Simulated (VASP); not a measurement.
# ZnSe in VASP: one cell, several levels of theory

Aim: gap, levels, forces and stress of ZnSe built on the zincblende prototype, under -1.0 % strain along z alone at fixed geometry. Runs: PBE, r2SCAN.

Code: VASP 6.6.1. PAW datasets, plane waves. The values are computed, spin-unpolarised, and not measurements.

**1. Starting point**

The cell comes from an earlier relaxation with r2SCAN in another program, then strained, with the atoms relaxed again.

Space group I-4m2 (No. 119), tetragonal; conventional cell a = 4.006 Å, c = 5.608 Å, 22.50 Å³ an atom. Near Zn stand 4 Se at 2.44 Å; near Se stand 4 Zn at 2.44 Å.

Coordinates:

```cif
data_structure
_symmetry_space_group_name_H-M 'P 1'
_symmetry_Int_Tables_number 1
_cell_length_a 3.9857
_cell_length_b 3.9857
_cell_length_c 4.0056
_cell_angle_alpha 59.834
_cell_angle_beta 59.834
_cell_angle_gamma 60.332
_cell_volume 44.99
loop_
_atom_site_label
_atom_site_type_symbol
_atom_site_fract_x
_atom_site_fract_y
_atom_site_fract_z
_atom_site_occupancy
Zn1 Zn 0.00000 0.00000 0.00000 1
Se1 Se 0.25000 0.25000 0.25000 1
```

**2. Single point with PBE**

INCAR reads:

```
ENCUT = 520.000000
SIGMA = 0.020000
EDIFF = 1.00e-07
GGA = PE
PREC = Accurate
IBRION = -1
ISIF = 2
ISMEAR = -1
NBANDS = 16
NELM = 120
NSW = 0
LASPH = .TRUE.
LCHARG = .FALSE.
LWAVE = .FALSE.
LREAL = .FALSE.
```

KPOINTS reads:

```
KPOINTS created by Atomic Simulation Environment
0
Gamma
8 8 8
0 0 0
```

KPOINTS_OPT reads:

```
special points
6
Reciprocal
0.0000000000 0.0000000000 0.0000000000 1
-0.5000000000 -0.5000000000 0.0000000000 1
-0.3750000000 -0.3750000000 0.2500000000 1
-0.3750000000 0.0000000000 0.3750000000 1
0.0000000000 0.0000000000 0.5000000000 1
-0.5000000000 -0.2500000000 0.2500000000 1
```

POSCAR reads:

```
Zn Se
 1.0000000000000000
     0.0000000000000000    2.8324206844000002    2.8040964774999999
     2.8324206844000002    0.0000000000000000    2.8040964774999999
     2.8324206844000002    2.8324206844000002    0.0000000000000000
 Zn  Se
   1   1
Cartesian
  0.0000000000000000  0.0000000000000000  0.0000000000000000
  1.4162103421999999  1.4162103421999999  1.4020482387499997
```

Potentials: the recommended PBE PAW datasets, 18 valence electrons in the neutral cell.

Command:

```
> mpirun -np 1 vasp_std
```

Standard output, without the iteration lines:

```text
POSCAR found type information on POSCAR ZnSe
 POSCAR found :  2 types and       2 ions
 LDA part: xc-table for (Slater+PW92), standard interpolation
 POSCAR, INCAR and KPOINTS ok, starting setup
 FFT: planning ... GRIDC
 FFT: planning ... GRID_SOFT
 FFT: planning ... GRID
 WAVECAR not read
 entering main loop
 Start KPOINTS_OPT (optional k-point list driver)
k-point batch [1-6\6]
```

OSZICAR:

```text
N       E                     dE             d eps       ncg     rms          rms(c)
DAV:   1     0.883260972051E+02    0.88326E+02   -0.88627E+03  1896   0.130E+03
DAV:   2    -0.666585384157E+00   -0.88993E+02   -0.83578E+02  2080   0.254E+02
DAV:   3    -0.625494887681E+01   -0.55884E+01   -0.55633E+01  2344   0.623E+01
DAV:   4    -0.629881730379E+01   -0.43868E-01   -0.43865E-01  2296   0.582E+00
DAV:   5    -0.629901959322E+01   -0.20229E-03   -0.20229E-03  2400   0.367E-01    0.485E+00
DAV:   6    -0.603008561318E+01    0.26893E+00   -0.53237E-01  2776   0.241E+01    0.370E+00
DAV:   7    -0.601080617923E+01    0.19279E-01   -0.15649E-01  2184   0.354E+00    0.157E+00
DAV:   8    -0.601057999023E+01    0.22619E-03   -0.44183E-03  2624   0.688E-01    0.456E-01
DAV:   9    -0.601080187476E+01   -0.22188E-03   -0.10975E-03  2232   0.252E-01    0.661E-02
DAV:  10    -0.601091042743E+01   -0.10855E-03   -0.20268E-04  2424   0.106E-01    0.232E-02
DAV:  11    -0.601090146477E+01    0.89627E-05   -0.38476E-05  2216   0.529E-02    0.484E-03
DAV:  12    -0.601090250447E+01   -0.10397E-05   -0.52036E-06  2464   0.134E-02    0.259E-03
DAV:  13    -0.601090274356E+01   -0.23909E-06   -0.48405E-07  2312   0.513E-03    0.110E-03
DAV:  14    -0.601090273102E+01    0.12538E-07   -0.31426E-08  2032   0.192E-03
   1 F= -.60109027E+01 E0= -.60109027E+01  d E =-.447824E-11
       N       E                     dE             ncg
DAV:   1     0.162654790335E+04   -0.28769E+04      192
DAV:   2     0.109385870979E+04   -0.53269E+03      216
DAV:   3     0.106221532216E+04   -0.31643E+02      256
DAV:   4     0.106197634303E+04   -0.23898E+00      224
DAV:   5     0.106197527576E+04   -0.10673E-02      256
DAV:   6     0.106197526740E+04   -0.83565E-05      224
DAV:   7     0.106197526732E+04   -0.83280E-07      248
```

The lines after F= are the extra pass for the points of KPOINTS_OPT, at fixed density; their E is not a total energy.

From OUTCAR:

```text
k-points           NKPTS =     59   k-points in BZ     NKDIM =     59   number of bands    NBANDS=     16

   NELECT =      18.0000    total number of electrons

   dimension x,y,z NGX =    30 NGY =   30 NGZ =   30
   dimension x,y,z NGXF=    60 NGYF=   60 NGZF=   60

  energy-cutoff  :      520.00
  volume of cell :       44.99
      direct lattice vectors                 reciprocal lattice vectors
     0.000000000  2.832420684  2.804096477    -0.176527450  0.176527450  0.178310555
     2.832420684  0.000000000  2.804096477     0.176527450 -0.176527450  0.178310555
     2.832420684  2.832420684  0.000000000     0.176527450  0.176527450 -0.178310555

 k-points in reciprocal lattice and weights: KPOINTS created by Atomic Simulation Env
   0.00000000  0.00000000  0.00000000       0.002
   0.12500000 -0.00000000  0.00000000       0.016
   0.25000000 -0.00000000  0.00000000       0.016
   0.37500000 -0.00000000  0.00000000       0.016
   0.50000000 -0.00000000  0.00000000       0.008
   0.12500000  0.12500000  0.00000000       0.004
   0.25000000  0.12500000  0.00000000       0.016
   0.37500000  0.12500000  0.00000000       0.016
[... 51 more k-points ...]

 E-fermi :   2.1373

 k-point     1 :       0.0000    0.0000    0.0000
  band No.  band energies     occupation
      1     -11.6209      2.00000
      2      -4.8773      2.00000
      3      -4.8773      2.00000
      4      -4.8728      2.00000
      5      -4.4965      2.00000
      6      -4.4947      2.00000
      7       1.7004      2.00000
      8       1.7004      2.00000
      9       1.7368      2.00000
     10       3.0492      0.00000
     11       7.5073      0.00000
     12       7.5110      0.00000
     13       7.5110      0.00000
     14      11.6843      0.00000
     15      13.1063      0.00000
     16      13.2843      0.00000

 k-point     2 :       0.1250   -0.0000    0.0000
  band No.  band energies     occupation
      1     -11.5180      2.00000
      2      -4.8699      2.00000
      3      -4.8612      2.00000
      4      -4.8575      2.00000
      5      -4.4977      2.00000
      6      -4.4963      2.00000
      7       0.3871      2.00000
      8       1.5420      2.00000
      9       1.5726      2.00000
     10       4.0318      0.00000
     11       7.4607      0.00000
     12       7.7658      0.00000
     13       7.7712      0.00000
     14      12.3405      0.00000
     15      12.4543      0.00000
     16      12.5637      0.00000

 k-point     3 :       0.2500   -0.0000    0.0000
  band No.  band energies     occupation
      1     -11.2504      2.00000
      2      -4.8259      2.00000
      3      -4.8225      2.00000
      4      -4.8146      2.00000
      5      -4.4955      2.00000
      6      -4.4954      2.00000
      7      -1.3638      2.00000
      8       1.2044      2.00000
      9       1.2476      2.00000
     10       4.4901      0.00000
     11       8.1306      0.00000
     12       8.1563      0.00000
     13       8.3263      0.00000
     14      12.1460      0.00000
     15      12.1790      0.00000
     16      12.4687      0.00000

 k-point     4 :       0.3750   -0.0000    0.0000
  band No.  band energies     occupation
      1     -10.9491      2.00000
      2      -4.7979      2.00000
      3      -4.7925      2.00000
      4      -4.6187      2.00000
      5      -4.4855      2.00000
      6      -4.4835      2.00000
      7      -2.8281      2.00000
      8       0.9108      2.00000
      9       0.9651      2.00000
     10       4.3604      0.00000
     11       8.1250      0.00000
     12       8.1973      0.00000
     13       9.7893      0.00000
     14      12.1841      0.00000
     15      13.2838      0.00000
     16      13.3161      0.00000

 k-point     5 :       0.5000   -0.0000    0.0000
  band No.  band energies     occupation
      1     -10.8118      2.00000
      2      -4.7890      2.00000
      3      -4.7830      2.00000
      4      -4.4782      2.00000
      5      -4.4751      2.00000
      6      -4.3329      2.00000
      7      -3.5897      2.00000
      8       0.7985      2.00000
      9       0.8571      2.00000
     10       4.2741      0.00000
     11       8.0505      0.00000
     12       8.1322      0.00000
     13      10.3240      0.00000
     14      12.7402      0.00000
     15      14.8209      0.00000
     16      14.9107      0.00000

[... the tables of k-points 6 to 59 left out ...]

  Total        0.8485138      0.8485138      0.9406244      0.0000000      0.0000000     -0.0000000
  in kB       30.2155874     30.2155874     33.4956471      0.0000000      0.0000000     -0.0000000
  external PRESSURE =      31.3089407 kB  Pullay stress =       0.0000000 kB

 POSITION                                       TOTAL-FORCE (eV/Angst)
 -----------------------------------------------------------------------------------
      0.00000      0.00000      0.00000         0.000000      0.000000      0.000000
      1.41621      1.41621      1.40205        -0.000000     -0.000000     -0.000000
 -----------------------------------------------------------------------------------
    total drift:                               -0.000001     -0.000001      0.000000

  FREE ENERGIE OF THE ION-ELECTRON SYSTEM (eV)
  ---------------------------------------------------
  free  energy   TOTEN  =        -6.0109027310 eV

  energy  without entropy=       -6.0109027310  energy(sigma->0) =       -6.01090273
```

Wall time 43 s (1 MPI rank of Intel Xeon Platinum 8488C, shared host); peak memory 0.22 GiB.

The levels at the points of KPOINTS_OPT are read from vasprun.xml.

Near the gap, in eV above the top of the last filled band v; c is the band after it:

```tsv
point	v−1	v	c	c+1
Γ	-0.04	0.00	1.31	5.77
X	-2.29	-2.29	2.90	3.37
U	-3.17	-1.89	3.50	5.54
K	-3.17	-1.83	3.57	5.63
L	-0.94	-0.88	2.54	6.31
W	-2.84	-2.74	5.43	5.55
```

PBE gives a direct gap of 1.31 eV at Γ. Pressure: 3.13 GPa; the forces vanish within 0.01 eV/Å.

**3. r2SCAN at this geometry**

INCAR reads:

```
ENCUT = 520.000000
SIGMA = 0.010000
EDIFF = 1.00e-07
ALGO = Normal
METAGGA = R2SCAN
PREC = Accurate
IBRION = -1
ISIF = 2
ISMEAR = 0
NBANDS = 16
NELM = 120
NSW = 0
LASPH = .TRUE.
LCHARG = .FALSE.
LWAVE = .FALSE.
LREAL = .FALSE.
```

KPOINTS is that of step 2.

KPOINTS_OPT is that of step 2.

POSCAR is that of step 2.

Command:

```
> mpirun -np 1 vasp_std
```

Printed to the terminal (iteration lines stand in OSZICAR):

```text
POSCAR found type information on POSCAR ZnSe
 POSCAR found :  2 types and       2 ions
 -----------------------------------------------------------------------------
|                                                                             |
|                                                                             |
|     You enforced a specific xc type in the INCAR file but a different       |
|     I HOPE YOU KNOW WHAT YOU ARE DOING!                                     |
|                                                                             |
 -----------------------------------------------------------------------------

 LDA part: xc-table for (None), standard interpolation
 POSCAR, INCAR and KPOINTS ok, starting setup
 FFT: planning ... GRIDC
 FFT: planning ... GRID_SOFT
 FFT: planning ... GRID
 WAVECAR not read
 entering main loop
 Start KPOINTS_OPT (optional k-point list driver)
k-point batch [1-6\6]
```

OSZICAR:

```text
N       E                     dE             d eps       ncg     rms          rms(c)
DAV:   1     0.689509904334E+02    0.68951E+02   -0.90383E+03  1896   0.132E+03
DAV:   2    -0.218778111268E+02   -0.90829E+02   -0.85345E+02  2088   0.260E+02
DAV:   3    -0.276379706656E+02   -0.57602E+01   -0.57356E+01  2336   0.646E+01
DAV:   4    -0.276809843144E+02   -0.43014E-01   -0.43010E-01  2320   0.594E+00
DAV:   5    -0.276811597539E+02   -0.17544E-03   -0.17544E-03  2376   0.346E-01    0.513E+00
DAV:   6    -0.249217371802E+02    0.27594E+01   -0.13207E+00  1992   0.322E+01    0.476E+00
DAV:   7    -0.248921852410E+02    0.29552E-01   -0.30565E-01  2424   0.873E+00    0.226E+00
DAV:   8    -0.249058729321E+02   -0.13688E-01   -0.34495E-02  2416   0.172E+00    0.542E-01
DAV:   9    -0.249076345239E+02   -0.17616E-02   -0.42388E-03  2440   0.149E+00    0.885E-02
DAV:  10    -0.249077605274E+02   -0.12600E-03   -0.95994E-04  2416   0.396E-01    0.557E-02
DAV:  11    -0.249077359304E+02    0.24597E-04   -0.41507E-04  2544   0.465E-01    0.470E-02
DAV:  12    -0.249077203867E+02    0.15544E-04   -0.13339E-04  2344   0.285E-01    0.787E-03
DAV:  13    -0.249077277417E+02   -0.73550E-05   -0.12776E-05  2536   0.668E-02    0.512E-03
DAV:  14    -0.249077263244E+02    0.14173E-05   -0.31636E-06  2288   0.331E-02    0.103E-03
DAV:  15    -0.249077272635E+02   -0.93903E-06   -0.12950E-07  1584   0.648E-03    0.235E-04
DAV:  16    -0.249077271727E+02    0.90720E-07   -0.36165E-08  1096   0.201E-03
   1 F= -.24907727E+02 E0= -.24907727E+02  d E =-.947131E-58
       N       E                     dE             ncg
DAV:   1     0.159636255878E+04   -0.29071E+04      192
DAV:   2     0.104738647772E+04   -0.54898E+03      216
DAV:   3     0.101452793452E+04   -0.32859E+02      256
DAV:   4     0.101428338487E+04   -0.24455E+00      224
DAV:   5     0.101428238863E+04   -0.99624E-03      256
DAV:   6     0.101428238117E+04   -0.74583E-05      224
DAV:   7     0.101428238110E+04   -0.72281E-07      248
```

OUTCAR, selected sections:

```text
k-points           NKPTS =     59   k-points in BZ     NKDIM =     59   number of bands    NBANDS=     16

   NELECT =      18.0000    total number of electrons

   dimension x,y,z NGX =    30 NGY =   30 NGZ =   30
   dimension x,y,z NGXF=    60 NGYF=   60 NGZF=   60

  energy-cutoff  :      520.00
  volume of cell :       44.99
      direct lattice vectors                 reciprocal lattice vectors
     0.000000000  2.832420684  2.804096477    -0.176527450  0.176527450  0.178310555
     2.832420684  0.000000000  2.804096477     0.176527450 -0.176527450  0.178310555
     2.832420684  2.832420684  0.000000000     0.176527450  0.176527450 -0.178310555

 k-points in reciprocal lattice and weights: KPOINTS created by Atomic Simulation Env
   0.00000000  0.00000000  0.00000000       0.002
   0.12500000 -0.00000000  0.00000000       0.016
   0.25000000 -0.00000000  0.00000000       0.016
   0.37500000 -0.00000000  0.00000000       0.016
   0.50000000 -0.00000000  0.00000000       0.008
   0.12500000  0.12500000  0.00000000       0.004
   0.25000000  0.12500000  0.00000000       0.016
   0.37500000  0.12500000  0.00000000       0.016
[... 51 more k-points ...]

 E-fermi :   1.5336

 k-point     1 :       0.0000    0.0000    0.0000
  band No.  band energies     occupation
      1     -12.3925      2.00000
      2      -5.3391      2.00000
      3      -5.3391      2.00000
      4      -5.3345      2.00000
      5      -4.9197      2.00000
      6      -4.9178      2.00000
      7       1.3856      2.00000
      8       1.3856      2.00000
      9       1.4231      2.00000
     10       3.3151      0.00000
     11       7.7063      0.00000
     12       7.7119      0.00000
     13       7.7120      0.00000
     14      12.0396      0.00000
     15      13.3573      0.00000
     16      13.5388      0.00000

 k-point     2 :       0.1250   -0.0000    0.0000
  band No.  band energies     occupation
      1     -12.2861      2.00000
      2      -5.3295      2.00000
      3      -5.3221      2.00000
      4      -5.3182      2.00000
      5      -4.9208      2.00000
      6      -4.9194      2.00000
      7       0.1370      2.00000
      8       1.2260      2.00000
      9       1.2574      2.00000
     10       4.2350      0.00000
     11       7.6488      0.00000
     12       7.9733      0.00000
     13       7.9781      0.00000
     14      12.5821      0.00000
     15      12.7049      0.00000
     16      12.9375      0.00000

 k-point     3 :       0.2500   -0.0000    0.0000
  band No.  band energies     occupation
      1     -12.0095      2.00000
      2      -5.2843      2.00000
      3      -5.2804      2.00000
      4      -5.2672      2.00000
      5      -4.9188      2.00000
      6      -4.9187      2.00000
      7      -1.6666      2.00000
      8       0.8833      2.00000
      9       0.9278      2.00000
     10       4.7046      0.00000
     11       8.3366      0.00000
     12       8.3634      0.00000
     13       8.5363      0.00000
     14      12.3968      0.00000
     15      12.4287      0.00000
     16      12.7628      0.00000

 k-point     4 :       0.3750   -0.0000    0.0000
  band No.  band energies     occupation
      1     -11.6986      2.00000
      2      -5.2532      2.00000
      3      -5.2475      2.00000
      4      -5.0581      2.00000
      5      -4.9092      2.00000
      6      -4.9073      2.00000
      7      -3.1888      2.00000
      8       0.5831      2.00000
      9       0.6389      2.00000
     10       4.5631      0.00000
     11       8.3057      0.00000
     12       8.3813      0.00000
     13      10.0096      0.00000
     14      12.5146      0.00000
     15      13.6051      0.00000
     16      13.6422      0.00000

 k-point     5 :       0.5000   -0.0000    0.0000
  band No.  band energies     occupation
      1     -11.5570      2.00000
      2      -5.2429      2.00000
      3      -5.2365      2.00000
      4      -4.9023      2.00000
      5      -4.8992      2.00000
      6      -4.7592      2.00000
      7      -3.9806      2.00000
      8       0.4678      2.00000
      9       0.5281      2.00000
     10       4.4714      0.00000
     11       8.2191      0.00000
     12       8.3041      0.00000
     13      10.5068      0.00000
     14      13.1641      0.00000
     15      15.2132      0.00000
     16      15.3095      0.00000

[... the tables of k-points 6 to 59 left out ...]

  Total        0.1834970      0.1834970      0.2935834      0.0000000     -0.0000000      0.0000000
  in kB        6.5343292      6.5343292     10.4545097      0.0000000     -0.0000000      0.0000000
  external PRESSURE =       7.8410560 kB  Pullay stress =       0.0000000 kB

 POSITION                                       TOTAL-FORCE (eV/Angst)
 -----------------------------------------------------------------------------------
      0.00000      0.00000      0.00000         0.000000      0.000000      0.000000
      1.41621      1.41621      1.40205        -0.000000     -0.000000     -0.000000
 -----------------------------------------------------------------------------------
    total drift:                                0.000021      0.000021      0.000031

  FREE ENERGIE OF THE ION-ELECTRON SYSTEM (eV)
  ---------------------------------------------------
  free  energy   TOTEN  =       -24.9077271727 eV

  energy  without entropy=      -24.9077271727  energy(sigma->0) =      -24.90772717
```

Run time: 2.5 min. Hardware: 1 MPI rank of Intel Xeon Platinum 8488C, shared host; peak memory 0.21 GiB.

The levels at the points of KPOINTS_OPT are read from vasprun.xml.

Band energies at the special points (eV, zero at the top of v, the last band that the electrons fill by count):

```tsv
point	v−1	v	c	c+1
Γ	-0.04	0.00	1.89	6.28
X	-2.34	-2.34	3.25	3.78
U	-3.22	-1.92	3.90	6.00
K	-3.23	-1.87	3.98	6.09
L	-0.96	-0.90	3.05	6.80
W	-2.90	-2.78	5.78	6.08
```

r2SCAN gives a direct gap of 1.89 eV at Γ. Pressure: 0.78 GPa; the forces vanish within 0.01 eV/Å.

**4. Results**

| level | gap (eV) | pressure (GPa) |
| --- | --- | --- |
| PBE | 1.31 | 3.13 |
| r2SCAN | 1.89 | 0.78 |

What this shows: The gap spans 1.31 eV (PBE) to 1.89 eV (r2SCAN). The pressure is highest with PBE (3.1 GPa) and lowest with r2SCAN (0.8 GPa), which orders the cells that they would relax to.
